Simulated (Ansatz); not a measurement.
**Bi2TeSe2 and the effect of the functional**

The cell as given:

```cif
data_structure
_symmetry_space_group_name_H-M 'P 1'
_symmetry_Int_Tables_number 1
_cell_length_a 10.0081
_cell_length_b 10.0081
_cell_length_c 10.0081
_cell_angle_alpha 24.125
_cell_angle_beta 24.125
_cell_angle_gamma 24.125
_cell_volume 147.17
loop_
_atom_site_label
_atom_site_type_symbol
_atom_site_fract_x
_atom_site_fract_y
_atom_site_fract_z
_atom_site_occupancy
Bi1 Bi 0.60194 0.60194 0.60194 1
Bi2 Bi 0.39806 0.39806 0.39806 1
Te1 Te 0.00000 0.00000 0.00000 1
Se1 Se 0.78840 0.78840 0.78840 1
Se2 Se 0.21160 0.21160 0.21160 1
```

The cell comes from a database or a generator and needn't be the form met in nature.

Kept alike: task relaxation of cell and atoms; k mesh 7 × 7 × 7; occupations fermi-dirac, width 0.05 eV; no spin polarisation. Program: Ansatz, Ansatz PAW. Cutoffs run from 420 to 500 eV. The mesh is that of the run's cell of 5 atoms. No spin-orbit coupling.

| run | volume (Å³/atom) |
| --- | --- |
| A | 29.825 |
| B | 32.037 |
| C | 28.858 |

The relaxations keep at least the cell's symmetry (R-3m). Relaxations stop with a little pressure left, so the last digits of a volume or edge aren't settled. All rows use potentials made for PBE.

Problem. The runs differ in the functional (and the cutoff that goes with it) alone: LDA; PBEsol; r2SCAN. Which run is which?

Solution. Run A is PBEsol; run B is r2SCAN; run C is LDA. The volume runs from 28.858 (LDA) to 32.037 Å³/atom (r2SCAN).
